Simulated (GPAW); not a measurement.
Runs of GPAW 26.7.0 on CdGeAs2. It takes space group I-42d (No. 122, tetragonal). The conventional cell has a = 5.978 Å, b = 5.978 Å, c = 11.329 Å, α = 90.00°, β = 90.00°, γ = 90.00°. Cd (site symmetry -4) is surrounded by 4 As at 2.65 Å. Around As (site symmetry 2) lie 2 Ge at 2.45 Å and 2 Cd at 2.65 Å. Around Ge (site symmetry -4) lie 4 As at 2.45 Å. The cell is a database's computed one.

| task | level | potentials or basis | k mesh | band path | band points | mesh quality | gap on the mesh (eV) | pressure (GPa) | largest force (eV/Å) |
| --- | --- | --- | --- | --- | --- | --- | --- | --- | --- |
| band structure | LDA | the program's PAW data sets (release 1.2.1) made for this functional, pw | 4 × 4 × 4 | GXYSGZS1NPY1Z,XP | 80 | not flagged | 0.22 | -2.5 | (b) |
| band structure | PBEsol | PAW data sets generated in the run's folder for this functional, pw | 4 × 4 × 4 | GXYSGZS1NPY1Z,XP | 80 | not flagged | 0.22 | -0.7 | 0.23 |
| single point | PBE | GPAW PAW data sets (gpaw-data 1.2.1), pw | 6 × 6 × 6 | - | - | not flagged | (a) | 2.2 | 0.20 |
| band structure | PBE | GPAW PAW data sets (gpaw-data 1.2.1), pw | 4 × 4 × 4 | GXYSGZS1NPY1Z,XP | 80 | not flagged | 0.22 | 2.2 | 0.20 |

Alike in all rows: no spin polarisation; cell as given; cutoff (eV) 600; smearing fermi-dirac 0.05 eV.

Estimate the missing entries.

(a) 0.19; (b) 0.27.

Caveats: the mesh misses the band edges, which the band path finds closer together (some runs).

A k mesh can miss the band edges, and the runs leave out spin-orbit coupling on As, Cd, Ge.
